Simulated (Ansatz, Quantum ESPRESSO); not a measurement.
# NiSi2: energy against volume and a worked fit

Symmetry: Fm-3m, No. 225, cubic system. The conventional cell has a = 5.406 Å, b = 5.406 Å, c = 5.406 Å, α = 90.00°, β = 90.00°, γ = 90.00°. Ni (site symmetry m-3m) is surrounded by 8 Si at 2.34 Å. Si (site symmetry -43m) is surrounded by 4 Ni at 2.34 Å.

The cell was scaled at fixed shape and fractions and run with Ansatz, Ansatz PAW, cutoff 420 eV; LDA, k mesh 9 × 9 × 9 on the cell of 3 atoms, fermi-dirac occupations of 0.05 eV, collinear spin, ferromagnetic start, no spin-orbit coupling. The potentials were made for PBE. Energies are those that the program minimises, any entropy of the smearing included. For a metal such a mesh isn't converged to the digits shown. The magnetic state is the one that the start led to, which needn't be the lowest.

```tsv
V (Å³/atom)	energy over the lowest row (meV/atom)
12.3758	7.05
12.6392	?
12.9025	0.00
13.1658	4.64
13.4291	14.05
13.6924	27.80
13.9557	45.47
```

Q: Fit the third-order Birch-Murnaghan form, give V0, B0 and B′, and predict the energy left open.

A: With y = (V0/V)^(2/3), E = E0 + (9 V0 B0/16) [(y - 1)³ B′ + (y - 1)² (6 - 4y)]. Least squares through the rows shown give V0 = 12.7996 Å³/atom, E0 = -0.41 meV, B0 = 161.6 GPa (1 eV/Å³ = 160.218 GPa) and B′ = 3.76, with a largest miss of 0.01 meV. At V = 12.6392 the form with these constants gives 0.62 meV; the run gave 0.63 meV an atom. Other set-ups at this level, from all their volumes (Å³/atom, GPa): Ansatz, all-electron LAPW, scalar-relativistic: V0 12.795, B0 161.3; Quantum ESPRESSO, GBRV 1.5 LDA: V0 12.824, B0 161.6.
